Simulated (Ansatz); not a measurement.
# CdO (Fm-3m): exact exchange against the cheap answer

The task here is to estimate one member of a computed series from the others.

Computed with Ansatz 0.2.0 (DFT at several levels, plane waves, PAW, unless a step's input says otherwise).

1 further run of the same task is left out (it didn't finish). Runs told in other sessions of the task aren't counted.

## The starting structure

Symmetry: Fm-3m, No. 225, cubic system. Conventional cell: a = 4.696 Å, b = 4.696 Å, c = 4.696 Å, α = 90.00°, β = 90.00°, γ = 90.00°. Cd (site symmetry m-3m) is surrounded by 6 O at 2.35 Å. Around O (site symmetry m-3m) lie 6 Cd at 2.35 Å.

Structure file:

```cif
data_structure
_symmetry_space_group_name_H-M 'Fm-3m'
_symmetry_Int_Tables_number 225
_cell_length_a 4.6963
_cell_length_b 4.6963
_cell_length_c 4.6963
_cell_angle_alpha 90.000
_cell_angle_beta 90.000
_cell_angle_gamma 90.000
_cell_volume 103.58
loop_
_atom_site_label
_atom_site_type_symbol
_atom_site_symmetry_multiplicity
_atom_site_Wyckoff_symbol
_atom_site_fract_x
_atom_site_fract_y
_atom_site_fract_z
_atom_site_occupancy
Cd1 Cd 4 a 0.00000 0.00000 0.00000 1
O1 O 4 b 0.50000 0.00000 0.00000 1
```

At PBE, an earlier run found 6.36 GPa for this cell of 12.947 Å³/atom (8×8×8 mesh), metallic. The cell is compressed at this level.

All runs below keep this geometry.

Levels to run, all on a 6×6×6 mesh: PBE; PBE0; PBE0 form (fraction 0.2); PBE0 form (fraction 0.1). Hardware: 4 threads of Arm Neoverse N1, shared host.

Set-up of the first run:

Input file input.yaml:

```yaml
crystal:
  lattice:
    - [0.0, 2.3481500455, 2.3481500455]
    - [2.3481500455, 0.0, 2.3481500455]
    - [2.3481500455, 2.3481500455, 0.0]
  atoms:
    - { symbol: Cd, position: [0.0, 0.0, 0.0] }
    - { symbol: O, position: [0.5, 0.5, 0.5] }
basis:
  ecutwfc: 420
  ecutrho_ratio: 4
kpoints:
  mp_grid: { grid: [6, 6, 6] }
hamiltonian:
  xc: pbe
scf:
  occupations: { method: gaussian, width: 0.05 }
output:
  forces: true
  stress: true
  eigenvalues: true
  populations: true
  write_density: true
  write_potential: true
  elf: true
  volumetric_format: npy
```

The run is started by

```
> ansatz run input.yaml --threads 4 --pin off --max-ram 8192MiB --backend cpu --events-out ev --progress --plain --runs-dir out
```

Among the steps run: PBE; PBE0; PBE0 form (fraction 0.2); PBE0 form (fraction 0.1).

One table of the session follows, with a row left open; its other results are not shown here.

```
                   level  pressure (GPa)
                     PBE             6.4
                    PBE0               ?
PBE0 form (fraction 0.2)             1.8
PBE0 form (fraction 0.1)             4.0
```

Estimate the missing values for PBE0.

**Answer.** pressure (GPa): 0.8. In the column «pressure (GPa)» it is the lowest.

Exact exchange opens a gap in 3 of 3 runs, where PBE gives a metal. «metal» means no gap on the mesh; bands that overlap can still move apart without opening one. Gaps are over this coarse mesh alone, and total energies of different levels can't be compared. The program warned that the SCF threshold is loose for the stress of this hybrid run.

Caveats from the session: Warnings in the runs' records: stress scf threshold loose, stress exchange threshold loose.
